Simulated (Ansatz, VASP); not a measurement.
## One calculation of F, two programs

```
F
1.0
     3.18498   -1.83051   -0.24565
     3.18498    1.83051   -0.24565
    -2.39486    0.00000    7.33071
F
4
Cartesian
  0.3153 0.0000 0.6474
  3.6598 0.0000 6.1920
  1.7731 0.0000 4.1060
  2.2020 0.0000 2.7334
```

Alike in both runs: task single point; functional PBEsol; k mesh 4 × 4 × 2; occupations gaussian, width 0.05 eV; no spin polarisation.

|  | VASP | Ansatz |
| --- | --- | --- |
| version | VASP 6.6.1 | Ansatz 0.2.0 |
| potentials or method | VASP PAW PBE potentials, release 64 (F) | scalar-relativistic, plane waves, PAW |
| plane-wave cutoff (eV) | 520 | 520 |
| valence electrons in the cell | 28 | 28 |

Ansatz gave:

```
gap on the k mesh at the Fermi level (eV)       : 2.71
least direct gap on the mesh (eV)               : 2.77
pressure (GPa)                                  : -2.5
largest component of the traceless stress (GPa) : 3.79
rms of the force components (eV/Å)              : 0.730
```

Problem. What did VASP give for the same quantities?

Solution. gap on the k mesh at the Fermi level (eV): 2.64; least direct gap on the mesh (eV): 2.70; pressure (GPa): -2.2; largest component of the traceless stress (GPa): 2.70; rms of the force components (eV/Å): 0.524.

Atom by atom the forces differ by 0.206 eV/Å (rms over components).

Caveats: the k mesh is coarse (spacing up to 0.50 Å⁻¹), so the values aren't converged; the PAW data sets were made with another functional, which shifts forces and pressure a little (VASP). A k mesh can miss the band edges.
